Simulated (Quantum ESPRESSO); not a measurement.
# WC (Fm-3m) in Quantum ESPRESSO: settings compared, part 2 of 3

Quantum ESPRESSO 7.5. The steps go on from the part before.

### Step 3. Phonons, RPBE

Contents of pw.in:

```
&CONTROL
  calculation = 'scf'
  prefix = 'pwscf'
  outdir = './tmp'
  pseudo_dir = './pseudo'
  tprnfor = .true.
  tstress = .true.
  disk_io = 'low'
/
&SYSTEM
  ibrav = 0
  nat = 2
  ntyp = 2
  ecutwfc = 56
  ecutrho = 448
  nbnd = 15
  input_dft = 'rpbe'
  occupations = 'smearing'
  smearing = 'mv'
  degauss = 0.01469973
/
&ELECTRONS
  conv_thr = 4d-10
  electron_maxstep = 120
  mixing_beta = 0.5
/
ATOMIC_SPECIES
W    183.8400 w_pbe_v1.2.uspp.F.UPF
C     12.0110 c_pbe_v1.2.uspp.F.UPF
CELL_PARAMETERS angstrom
   0.0000000000    2.1926840000    2.1926840000
   2.1926840000    0.0000000000    2.1926840000
   2.1926840000    2.1926840000    0.0000000000
ATOMIC_POSITIONS angstrom
W      0.0000000000    0.0000000000    0.0000000000
C      2.1926840000    2.1926840000    2.1926840000
K_POINTS automatic
10 10 10 0 0 0
```

Contents of relax.in:

```
&CONTROL
  calculation = 'vc-relax'
  prefix = 'pwscf'
  outdir = './tmp'
  pseudo_dir = './pseudo'
  tprnfor = .true.
  tstress = .true.
  disk_io = 'low'
  nstep = 40
  forc_conv_thr = 0.0001
  etot_conv_thr = 1d-06
/
&SYSTEM
  ibrav = 0
  nat = 2
  ntyp = 2
  ecutwfc = 56
  ecutrho = 448
  nbnd = 15
  input_dft = 'rpbe'
  occupations = 'smearing'
  smearing = 'mv'
  degauss = 0.01469973
/
&ELECTRONS
  conv_thr = 4d-10
  electron_maxstep = 120
  mixing_beta = 0.5
/
&IONS
  ion_dynamics = 'bfgs'
/
&CELL
  cell_dynamics = 'bfgs'
  press = 0
  press_conv_thr = 0.2
/
ATOMIC_SPECIES
W    183.8400 w_pbe_v1.2.uspp.F.UPF
C     12.0110 c_pbe_v1.2.uspp.F.UPF
CELL_PARAMETERS angstrom
   0.0000000000    2.1926840000    2.1926840000
   2.1926840000    0.0000000000    2.1926840000
   2.1926840000    2.1926840000    0.0000000000
ATOMIC_POSITIONS angstrom
W      0.0000000000    0.0000000000    0.0000000000
C      2.1926840000    2.1926840000    2.1926840000
K_POINTS automatic
10 10 10 0 0 0
```

Contents of scf2.in:

```
&CONTROL
  calculation = 'scf'
  prefix = 'pwscf'
  outdir = './tmp'
  pseudo_dir = './pseudo'
  tprnfor = .true.
  tstress = .true.
  disk_io = 'low'
/
&SYSTEM
  ibrav = 0
  nat = 2
  ntyp = 2
  ecutwfc = 56
  ecutrho = 448
  nbnd = 15
  input_dft = 'rpbe'
  occupations = 'smearing'
  smearing = 'mv'
  degauss = 0.01469973
/
&ELECTRONS
  conv_thr = 1d-13
  electron_maxstep = 120
  mixing_beta = 0.5
  startingpot = 'file'
  startingwfc = 'file'
/
ATOMIC_SPECIES
W    183.8400 w_pbe_v1.2.uspp.F.UPF
C     12.0110 c_pbe_v1.2.uspp.F.UPF
CELL_PARAMETERS angstrom
   0.0000000000    2.1971515875    2.1971515875
   2.1971515875    0.0000000000    2.1971515875
   2.1971515875    2.1971515875    0.0000000000
ATOMIC_POSITIONS angstrom
W      0.0000000000    0.0000000000    0.0000000000
C      2.1971515875    2.1971515875    2.1971515875
K_POINTS automatic
10 10 10 0 0 0
```

Contents of ph.in:

```
phonons of WC
&INPUTPH
  prefix = 'pwscf'
  outdir = './tmp'
  tr2_ph = 1d-18
  fildyn = 'dyn'
  niter_ph = 90
  alpha_mix(1) = 0.4
/
0.0000000000 0.0000000000 0.0000000000
```

Contents of dynmat.in:

```
&INPUT
  fildyn = 'dyn'
  asr = 'crystal'
  filout = 'dynmat.disp'
  fileig = 'dynmat.eig'
/
```

Potentials or basis: GBRV 1.5 PBE.

Started as:

```sh
$ OMP_NUM_THREADS=1 mpirun -n 4 pw.x -nk 4 -in pw.in > pw.out
$ OMP_NUM_THREADS=1 mpirun -n 4 pw.x -nk 4 -in relax.in > relax.out
$ OMP_NUM_THREADS=1 mpirun -n 4 pw.x -nk 4 -in scf2.in > scf2.out
$ OMP_NUM_THREADS=1 mpirun -n 4 ph.x -nk 4 -in ph.in > ph.out
$ OMP_NUM_THREADS=1 mpirun -n 1 dynmat.x -in dynmat.in > dynmat.out
```

pw.out:

```text
This program is part of the open-source Quantum ESPRESSO suite
     for quantum simulation of materials; please cite
         "P. Giannozzi et al., J. Phys.:Condens. Matter 21 395502 (2009);
         "P. Giannozzi et al., J. Phys.:Condens. Matter 29 465901 (2017);
         "P. Giannozzi et al., J. Chem. Phys. 152 154105 (2020);
     in publications or presentations arising from this work. More details at

     IMPORTANT: XC functional enforced from input :
     Exchange-correlation= RPBE
                           (   1   4  44   4   0   0   0)
     Any further DFT definition will be discarded
     Please, verify this is what you really want

     Message from routine setup:
     using ibrav=0 with symmetry is DISCOURAGED, use correct ibrav instead

     K-points division:     npool     =       4
     Subspace diagonalization in iterative solution of the eigenvalue problem:
     a serial algorithm will be used

     G-vector sticks info
[... 393 lines left out ...]
    19.5985  21.8615  23.1078  23.8995  27.1386  31.1582  34.6824

          k = 0.3536 0.2121-0.0707 (  1008 PWs)   bands (ev):
[... 71 lines left out ...]
   -53.5862 -18.0213 -17.9241 -17.8196   9.0965  15.8067  15.8657  15.8969
    21.5579  23.0992  24.1820  25.2095  26.8728  32.9337  34.0301

     the Fermi energy is    21.9454 ev

!    total energy              =    -170.63882085 Ry
     estimated scf accuracy    <          1.6E-12 Ry
     smearing contrib. (-TS)   =      -0.00015512 Ry
     internal energy E=F+TS    =    -170.63866573 Ry

     The total energy is F=E-TS. E is the sum of the following terms:
     one-electron contribution =     -10.45522061 Ry
     hartree contribution      =      16.80616912 Ry
     xc contribution           =     -44.97298945 Ry
     ewald contribution        =    -132.01662479 Ry

     convergence has been achieved in  11 iterations

     negative rho (up, down):  6.666E-02 0.000E+00

     Forces acting on atoms (cartesian axes, Ry/au):

     atom    1 type  1   force =     0.00000000   -0.00000000   -0.00000000
     atom    2 type  2   force =     0.00000000   -0.00000000    0.00000000

     Total force =     0.000000     Total SCF correction =     0.000000

     Computing stress (Cartesian axis) and pressure

     negative rho (up, down):  6.666E-02 0.000E+00
          total   stress  (Ry/bohr**3)                   (kbar)     P=       22.29
   0.00015153   0.00000000   0.00000000           22.29        0.00        0.00
   0.00000000   0.00015153   0.00000000            0.00       22.29        0.00
   0.00000000   0.00000000   0.00015153            0.00        0.00       22.29

=------------------------------------------------------------------------------=
   JOB DONE.
=------------------------------------------------------------------------------=
```

scf2.out:

```text
This program is part of the open-source Quantum ESPRESSO suite
     for quantum simulation of materials; please cite
         "P. Giannozzi et al., J. Phys.:Condens. Matter 21 395502 (2009);
         "P. Giannozzi et al., J. Phys.:Condens. Matter 29 465901 (2017);
         "P. Giannozzi et al., J. Chem. Phys. 152 154105 (2020);
[... 447 lines left out ...]
   0.00000000   0.00000126  -0.00000000            0.00        0.18       -0.00
  -0.00000000  -0.00000000   0.00000126           -0.00       -0.00        0.18

=------------------------------------------------------------------------------=
   JOB DONE.
=------------------------------------------------------------------------------=
```

It took 84 s on 4 MPI ranks of Arm Neoverse V2, shared host; peak memory 0.52 GiB.

What came out:

```
Free energy                            : -2321.6603 eV
Relaxed volume                         : 10.61 Å³/atom
Relaxed cell                           : a = 3.107 Å, b = 3.107 Å, c = 3.107 Å, α = 60.00°, β = 60.00°, γ = 60.00°
Space group after relaxing (to 0.05 Å) : Fm-3m (No. 225)
Pressure after relaxing                : 0.0 GPa
Band gap on the k mesh                 : none (metal or under the smearing width)
Highest phonon frequency at Γ          : 416 cm⁻¹
```

Step by step:
| step | energy change (eV) | largest force (eV/Å) | pressure (GPa) | volume (Å³) |
| --- | --- | --- | --- | --- |
| 1 | 0.0000 | 0.0000 | 2.23 | 21.08 |
| 2 | -0.0003 | 0.0000 | -1.84 | 21.32 |
| 3 | -0.0009 | 0.0000 | -0.02 | 21.22 |
| 4 | -0.0009 | 0.0000 | 0.02 | 21.21 |

Final structure:
```
CELL_PARAMETERS angstrom
0.00000 2.19715 2.19715
2.19715 0.00000 2.19715
2.19715 2.19715 0.00000
ATOMIC_POSITIONS crystal
W 0.00000 0.00000 0.00000
C 0.50000 0.50000 0.50000
```

Phonon frequencies in cm⁻¹ (negative: imaginary):
| q point | frequencies |
| --- | --- |
| (0.000, 0.000, 0.000) | -1 -1 -1 416 416 416 |

Optical modes at Γ, degenerate ones joined:
```tsv
cm⁻¹	components	symmetry	active in
416	3	T1u	IR
```

Caveat: the potentials were made for another functional, which shifts forces and pressure.

### Step 4. Phonons, vdW-DF-cx

Changes to pw.in since step 3:

```diff
@@ -16,3 +16,3 @@
   nbnd = 15
-  input_dft = 'rpbe'
+  input_dft = 'vdw-df-cx'
   occupations = 'smearing'
```

Changes to relax.in since step 3:

```diff
@@ -19,3 +19,3 @@
   nbnd = 15
-  input_dft = 'rpbe'
+  input_dft = 'vdw-df-cx'
   occupations = 'smearing'
```

Changes to scf2.in since step 3:

```diff
@@ -16,3 +16,3 @@
   nbnd = 15
-  input_dft = 'rpbe'
+  input_dft = 'vdw-df-cx'
   occupations = 'smearing'
@@ -32,8 +32,8 @@
 CELL_PARAMETERS angstrom
-   0.0000000000    2.1971515875    2.1971515875
-   2.1971515875    0.0000000000    2.1971515875
-   2.1971515875    2.1971515875    0.0000000000
+   0.0000000000    2.1788822277    2.1788822277
+   2.1788822277    0.0000000000    2.1788822277
+   2.1788822277    2.1788822277    0.0000000000
 ATOMIC_POSITIONS angstrom
 W      0.0000000000    0.0000000000    0.0000000000
-C      2.1971515875    2.1971515875    2.1971515875
+C      2.1788822277    2.1788822277    2.1788822277
 K_POINTS automatic
```

ph.in is that of step 3.

dynmat.in is that of step 3.

Potentials or basis: GBRV 1.5 PBE.

Started as:

```sh
$ OMP_NUM_THREADS=1 mpirun -n 4 pw.x -nk 4 -in pw.in > pw.out
$ OMP_NUM_THREADS=1 mpirun -n 4 pw.x -nk 4 -in relax.in > relax.out
$ OMP_NUM_THREADS=1 mpirun -n 4 pw.x -nk 4 -in scf2.in > scf2.out
$ OMP_NUM_THREADS=1 mpirun -n 4 ph.x -nk 4 -in ph.in > ph.out
$ OMP_NUM_THREADS=1 mpirun -n 1 dynmat.x -in dynmat.in > dynmat.out
```

pw.out:

```text
This program is part of the open-source Quantum ESPRESSO suite
     for quantum simulation of materials; please cite
         "P. Giannozzi et al., J. Phys.:Condens. Matter 21 395502 (2009);
         "P. Giannozzi et al., J. Phys.:Condens. Matter 29 465901 (2017);
         "P. Giannozzi et al., J. Chem. Phys. 152 154105 (2020);
     in publications or presentations arising from this work. More details at

     IMPORTANT: XC functional enforced from input :
     Exchange-correlation= VDW-DF-CX
                           (   1   4  27   0   1   0   0)
     Any further DFT definition will be discarded
     Please, verify this is what you really want

     Message from routine setup:
     using ibrav=0 with symmetry is DISCOURAGED, use correct ibrav instead

     K-points division:     npool     =       4
     Subspace diagonalization in iterative solution of the eigenvalue problem:
     a serial algorithm will be used

     G-vector sticks info
     --------------------
     sticks:   dense  smooth     PW     G-vecs:    dense   smooth      PW
     Sum        1069     517    163                22899     7991    1459

     Using Slab Decomposition

     bravais-lattice index     =            0
     lattice parameter (alat)  =       5.8599  a.u.
     unit-cell volume          =     142.2836 (a.u.)^3
     number of atoms/cell      =            2
     number of atomic types    =            2
     number of electrons       =        18.00
     number of Kohn-Sham states=           15
     kinetic-energy cutoff     =      56.0000  Ry
     charge density cutoff     =     448.0000  Ry
     scf convergence threshold =      4.0E-10
     mixing beta               =       0.5000
     number of iterations used =            8  plain     mixing
     Exchange-correlation= VDW-DF-CX
                           (   1   4  27   0   1   0   0)

     celldm(1)=   5.859896  celldm(2)=   0.000000  celldm(3)=   0.000000
     celldm(4)=   0.000000  celldm(5)=   0.000000  celldm(6)=   0.000000

     crystal axes: (cart. coord. in units of alat)
               a(1) = (   0.000000   0.707107   0.707107 )
               a(2) = (   0.707107   0.000000   0.707107 )
[... 120 lines left out ...]
     %   R. Sabatini et al., J. Phys.: Condens. Matter 24, 424209 (2012).   %
     %                                                                      %
     %%%%%%%%%%%%%%%%%%%%%%%%%%%%%%%%%%%%%%%%%%%%%%%%%%%%%%%%%%%%%%%%%%%%%%%%

     %%%%%%%%%%%%%%%%%%%%%%%%%%%%%%%%%%%%%%%%%%%%%%%%%%%%%%%%%%%%%%%%%%%%%%%%
     %                                                                      %
     %  vdW-DF NEWS:                                                        %
     %                                                                      %
     %  * vdW-DF3 is now available. DOI: 10.1021/acs.jctc.0c00471           %
     %    use with input_dft = 'vdW-DF3-opt1' or 'vdW-DF3-opt2'             %
     %                                                                      %
     %  * Unscreened and range-separated hybrid vdW-DF-cx functionals       %
     %    DOI: 10.1063/1.4986522 and 10.1088/1361-648X/ac2ad2               %
     %    use with input_dft = 'vdW-DF-cx0'    and 'vdW-DF-ahcx'            %
     %  * Unscreened and range-separated hybrid vdW-DF2-b86r functionals    %
     %    DOI: 10.1063/1.4986522 and DOI: 10.1103/PhysRevX.12.041003        %
     %    use with input_dft = 'vdW-DF2-br0' and 'vdW-DF2-ahbr'             %
     %                                                                      %
     %%%%%%%%%%%%%%%%%%%%%%%%%%%%%%%%%%%%%%%%%%%%%%%%%%%%%%%%%%%%%%%%%%%%%%%%

     Starting wfcs are   17 randomized atomic wfcs

     Self-consistent Calculation

     iteration #  1     ecut=    56.00 Ry     beta= 0.50
     Davidson diagonalization with overlap
     ethr =  1.00E-02,  avg # of iterations =  2.8

     negative rho (up, down):  6.299E-02 0.000E+00
[... 85 lines left out ...]
     iteration # 11     ecut=    56.00 Ry     beta= 0.50
     Davidson diagonalization with overlap
     ethr =  5.76E-12,  avg # of iterations =  1.9

     negative rho (up, down):  6.674E-02 0.000E+00

     End of self-consistent calculation

          k = 0.0000 0.0000 0.0000 (   965 PWs)   bands (ev):

   -53.5440 -17.6381 -17.6381 -17.6381   5.9345  18.9318  18.9318  18.9318
    20.6774  20.6774  20.6774  20.7315  20.7315  28.1871  31.4355

          k = 0.0707 0.0707-0.0707 (   980 PWs)   bands (ev):
[... 146 lines left out ...]
   -53.4942 -18.1691 -17.8483 -17.8483   8.1439  15.9326  16.1642  19.2460
    19.2460  22.5433  23.9375  23.9375  27.1315  28.9592  33.5416

          k = 0.2828 0.1414 0.0000 (  1000 PWs)   bands (ev):

   -53.5237 -17.8993 -17.7353 -17.6804   7.5583  15.2017  16.8364  17.0822
    19.3831  21.6376  22.9295  23.7071  26.9647  31.0021  34.5502

          k = 0.3536 0.2121-0.0707 (  1008 PWs)   bands (ev):
[... 71 lines left out ...]
   -53.4942 -18.0598 -17.9607 -17.8542   8.9500  15.6442  15.6960  15.7633
    21.3843  22.8974  23.9459  25.0001  26.6777  32.7314  33.8925

     the Fermi energy is    21.7313 ev

!    total energy              =    -170.47938106 Ry
     estimated scf accuracy    <          6.4E-12 Ry
     smearing contrib. (-TS)   =      -0.00013275 Ry
     internal energy E=F+TS    =    -170.47924831 Ry

     The total energy is F=E-TS. E is the sum of the following terms:
     one-electron contribution =     -10.44591869 Ry
     hartree contribution      =      16.76794162 Ry
     xc contribution           =     -44.78464645 Ry
     ewald contribution        =    -132.01662479 Ry

     convergence has been achieved in  11 iterations

     negative rho (up, down):  6.674E-02 0.000E+00

     Forces acting on atoms (cartesian axes, Ry/au):

     atom    1 type  1   force =     0.00000000   -0.00000000   -0.00000000
     atom    2 type  2   force =     0.00000000    0.00000000   -0.00000000

     Total force =     0.000000     Total SCF correction =     0.000000

     Computing stress (Cartesian axis) and pressure

     negative rho (up, down):  6.674E-02 0.000E+00
          total   stress  (Ry/bohr**3)                   (kbar)     P=      -70.05
  -0.00047620   0.00000000   0.00000000          -70.05        0.00        0.00
   0.00000000  -0.00047620   0.00000000            0.00      -70.05        0.00
   0.00000000   0.00000000  -0.00047620            0.00        0.00      -70.05

=------------------------------------------------------------------------------=
   JOB DONE.
=------------------------------------------------------------------------------=
```

Run time: 2.6 min. Hardware: 4 MPI ranks of Arm Neoverse V2, shared host; peak memory 0.8 GiB.

What came out:

- Free energy: -2319.4989 eV
- Relaxed volume: 10.34 Å³/atom
- Relaxed cell: a = 3.081 Å, b = 3.081 Å, c = 3.081 Å, α = 60.00°, β = 60.00°, γ = 60.00°
- Space group after relaxing (to 0.05 Å): Fm-3m (No. 225)
- Pressure after relaxing: 0.0 GPa
- Band gap on the k mesh: none (metal or under the smearing width)
- Highest phonon frequency at Γ: 453 cm⁻¹

Step by step:
| step | energy change (eV) | largest force (eV/Å) | pressure (GPa) | volume (Å³) |
| --- | --- | --- | --- | --- |
| 1 | 0.0000 | 0.0000 | -7.01 | 21.08 |
| 2 | -0.0016 | 0.0000 | 6.77 | 20.34 |
| 3 | -0.0088 | 0.0000 | -0.20 | 20.70 |
| 4 | -0.0088 | 0.0000 | -0.01 | 20.69 |

Final structure:
```
W C
1.0
     0.00000    2.17888    2.17888
     2.17888    0.00000    2.17888
     2.17888    2.17888    0.00000
W C
1 1
Cartesian
  0.0000 0.0000 0.0000
  2.1789 2.1789 2.1789
```

Phonon frequencies in cm⁻¹ (negative: imaginary):
```tsv
q point	frequencies
(0.000, 0.000, 0.000)	8 8 8 453 453 453
```

Optical modes at Γ, degenerate ones joined:
```
cm⁻¹  components  symmetry  active in
 453           3       T1u         IR
```

Caveat: the potentials were made for another functional, which shifts forces and pressure.

[end of part 2 of 3]
